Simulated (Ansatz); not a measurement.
A run of Ansatz 0.2.0:

input.yaml

```yaml
crystal:
  lattice:
    - [2.34464976, -1.71339982, 0.0]
    - [2.34464976, 1.71339982, 0.0]
    - [-0.86054991, 0.0, 5.05943948]
  atoms:
    - { symbol: Cu, position: [0.0032, 0.4968, 0.0] }
    - { symbol: Cu, position: [0.4968, 0.0032, 0.5] }
    - { symbol: O, position: [0.5714, 0.4056, 0.2537] }
    - { symbol: O, position: [0.4056, 0.5714, 0.7537] }
hamiltonian:
  xc: pbe
  pseudopotentials: { kind: paw }
kpoints:
  mp_grid: { grid: [10, 10, 5] }
  band_path:
    path:
      - [[0.0, 0.0, 0.0], [-0.5, -0.5, 0.0], [-0.5249461988, -0.5249461988, 0.3256423996], [-0.5, -0.5, 0.5], [-0.6336779992, -0.3663220008, 0.5]]
      - [[-0.3663220008, 0.3663220008, 0.5], [0.0, 0.0, 0.5], [-0.4750538012, -0.4750538012, 0.6743576004]]
      - [[-0.5, -0.5, 0.0], [-0.612631459, -0.387368541, 0.0]]
      - [[-0.387368541, 0.387368541, 0.0], [0.0, 0.0, 0.0], [-0.5, 0.0, 0.0]]
      - [[-0.5, 0.0, 0.5], [0.0, 0.0, 0.0]]
    npoints: 14
scf:
  occupations: { method: fermi_dirac, width: 0.05 }
  n_extra_bands: 10
output:
  forces: true
  stress: true
  eigenvalues: true
  fatbands: false
```

Potentials or basis: Ansatz PAW.

Launch:

```sh
$ ansatz run input.yaml --threads 2 --pin off --max-ram 5632MiB --backend cpu --events-out ev --progress --plain --runs-dir out
```

Hardware: 2 threads of Arm Neoverse V2, with other jobs on the host.

Task: Estimate the wall time of this run.

Result: It took 12 s on 2 threads of Arm Neoverse V2 (shared host), peak memory 0.4 GiB. Counts: scf iterations 7, plane waves 789, k points 141, bands 35.
